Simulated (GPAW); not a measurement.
SnSe2:

```
Sn Se
1.0
     3.81100    0.00000    0.00000
    -1.90550    3.30042    0.00000
     0.00000    0.00000    6.13600
Sn Se
1 2
Direct
  0.00000 0.00000 0.00000
  0.66667 0.33333 0.75100
  0.33333 0.66667 0.24900
```

- Program: GPAW 26.7.0
- Task: relaxation of cell and atoms
- Functional: PBE
- Dispersion: D4
- Potentials or basis: GPAW PAW data sets (gpaw-data 1.2.1)
- Cutoff: 600 eV
- Basis: pw
- k mesh: 6 × 6 × 3
- Occupations: fermi-dirac, width 0.05 eV
- Spin: no spin polarisation

At the start: pressure 3.0 GPa; volume 25.73 Å³/atom.

Task: How do energy, volume and symmetry change on relaxing?

Result: Over 39 steps the energy falls by 17.6 meV/atom and the volume is 25.78 Å³/atom (+0.2 %); space group P-3m1 (No. 164, to 0.05 Å).

Step by step:
| step | energy change (eV) | largest force (eV/Å) | pressure (GPa) | volume (Å³) |
| --- | --- | --- | --- | --- |
| 1 | 0.0000 | 0.7427 | 2.99 | 77.18 |
| 2 | -0.0166 | 0.6092 | 2.33 | 77.55 |
| 3 | -0.0378 | 0.3752 | 1.19 | 78.22 |
| 4 | -0.0490 | 0.0940 | -0.13 | 79.03 |
| 5 | -0.0443 | 0.1704 | -1.29 | 79.72 |
| 6 | -0.0448 | 0.1614 | -1.25 | 79.68 |
| 7 | -0.0457 | 0.1443 | -1.15 | 79.59 |
| 8 | -0.0469 | 0.1190 | -1.02 | 79.47 |
| 9 | -0.0482 | 0.0871 | -0.85 | 79.31 |
| 10 | -0.0493 | 0.0497 | -0.65 | 79.13 |
| 11 | -0.0502 | 0.0085 | -0.43 | 78.93 |
| 12 | -0.0506 | 0.0340 | -0.19 | 78.70 |
| 13 | -0.0506 | 0.0763 | 0.06 | 78.46 |
| 14 | -0.0506 | 0.0757 | 0.05 | 78.46 |
| 15 | -0.0506 | 0.0745 | 0.05 | 78.46 |
| 16 | -0.0506 | 0.0727 | 0.04 | 78.46 |
| 17 | -0.0507 | 0.0702 | 0.03 | 78.46 |
| 18 | -0.0507 | 0.0673 | 0.02 | 78.47 |
| 19 | -0.0507 | 0.0639 | 0.01 | 78.47 |
| 20 | -0.0508 | 0.0601 | -0.01 | 78.47 |
| 21 | -0.0508 | 0.0555 | -0.03 | 78.47 |
| 22 | -0.0509 | 0.0499 | -0.05 | 78.47 |
| 23 | -0.0510 | 0.0434 | -0.07 | 78.47 |
| 24 | -0.0510 | 0.0361 | -0.10 | 78.47 |
| 25 | -0.0511 | 0.0282 | -0.12 | 78.46 |
| 26 | -0.0512 | 0.0202 | -0.15 | 78.45 |
| 27 | -0.0513 | 0.0127 | -0.17 | 78.42 |
| 28 | -0.0514 | 0.0064 | -0.18 | 78.38 |
| 29 | -0.0515 | 0.0023 | -0.18 | 78.32 |
| 30 | -0.0517 | 0.0011 | -0.16 | 78.24 |
| 31 | -0.0518 | 0.0033 | -0.12 | 78.14 |
| 32 | -0.0520 | 0.0087 | -0.07 | 78.02 |
| 33 | -0.0522 | 0.0158 | 0.00 | 77.88 |
| 34 | -0.0524 | 0.0211 | 0.05 | 77.74 |
| 35 | -0.0526 | 0.0208 | 0.07 | 77.62 |
| 36 | -0.0528 | 0.0125 | 0.04 | 77.52 |
| 37 | -0.0529 | 0.0024 | -0.02 | 77.45 |
| 38 | -0.0529 | 0.0106 | -0.06 | 77.35 |
| 39 | -0.0529 | 0.0094 | -0.05 | 77.35 |

Final structure:
```
Sn Se
1.0
     3.83329    0.00000    0.00000
    -1.91665    3.31973    0.00000
     0.00000    0.00000    6.07803
Sn Se
1 2
Cartesian
  0.0000 0.0000 0.0000
  1.9166 1.1066 4.4875
  0.0000 2.2132 1.5905
```

Caveat: later steps reuse the first step's grids.
